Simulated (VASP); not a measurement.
# Mg: restarted molecular dynamics, 2 variants

Mg, Im-3m (no. 229), 16 atoms in the cell. PBE, molecular dynamics; PAW potentials Mg (PBE set).

| Restart from | Temperature at the end (K) | The same without a restart (K) | Potential energy at the end (eV/atom) | The same without a restart (eV/atom) | Electronic steps in the first step after the restart | Time (s) |
|---|---|---|---|---|---|---|
| CONTCAR with velocities, WAVECAR read | 898.0 | 898.0 | -1.39623 | -1.39623 | 4 | 290 |
| CONTCAR with velocities, no WAVECAR | 898.0 | 898.0 | -1.39623 | -1.39623 | 13 | 273 |

Limits: 120 fs of 16 atoms are too short for converged averages.

## Input of the first row

INCAR.step1:
```
ALGO = Fast ; EDIFF = 1E-6
ENCUT = 200 ; GGA = PE
IBRION = 0 ; ISIF = 2
ISMEAR = -1 ; ISYM = 0
KPAR = 2 ; LASPH = True
LCHARG = False ; LREAL = Auto
LWAVE = True ; MDALGO = 2
NELM = 60 ; NELMIN = 4
NSW = 30 ; POTIM = 2.0
PREC = Normal ; RANDOM_SEED = 121479 0 0
SIGMA = 0.069 ; SMASS = -3
TEBEG = 1600
```

INCAR.step2, as INCAR.step1 but for:
```
- LWAVE = True
+ LWAVE = False
```

KPOINTS:
```
k-points
0
Monkhorst-Pack
  2 2 2
```

POSCAR.step1:
```
Mg
1.0
    7.0910579868      0.0000000000      0.0000000000
    0.0000000000      7.0910579868      0.0000000000
    0.0000000000      0.0000000000      7.0910579868
Mg
16
Direct
    0.0000000000      0.0000000000      0.0000000000
    0.0000000000      0.0000000000      0.5000000000
    0.0000000000      0.5000000000      0.0000000000
    0.0000000000      0.5000000000      0.5000000000
    0.5000000000      0.0000000000      0.0000000000
    0.5000000000      0.0000000000      0.5000000000
    0.5000000000      0.5000000000      0.0000000000
    0.5000000000      0.5000000000      0.5000000000
    0.2500000000      0.2500000000      0.2500000000
    0.2500000000      0.2500000000      0.7500000000
    0.2500000000      0.7500000000      0.2500000000
    0.2500000000      0.7500000000      0.7500000000
    0.7500000000      0.2500000000      0.2500000000
    0.7500000000      0.2500000000      0.7500000000
    0.7500000000      0.7500000000      0.2500000000
    0.7500000000      0.7500000000      0.7500000000
```

Commands (each step's output is kept before the next begins):
```
cat potpaw_PBE.64/Mg/POTCAR > POTCAR
cp INCAR.step1 INCAR
cp POSCAR.step1 POSCAR
mpirun -np 2 vasp_std > vasp.out
cp CONTCAR POSCAR
cp INCAR.step2 INCAR
mpirun -np 2 vasp_std > vasp.out
```

Changes of the last row against the first:
```
(step 1)
- LWAVE = True
+ LWAVE = False
```

VASP 6.6.1 took 290 s on 2 cores (AMD EPYC 7R13 (Zen 3)), a shared host.
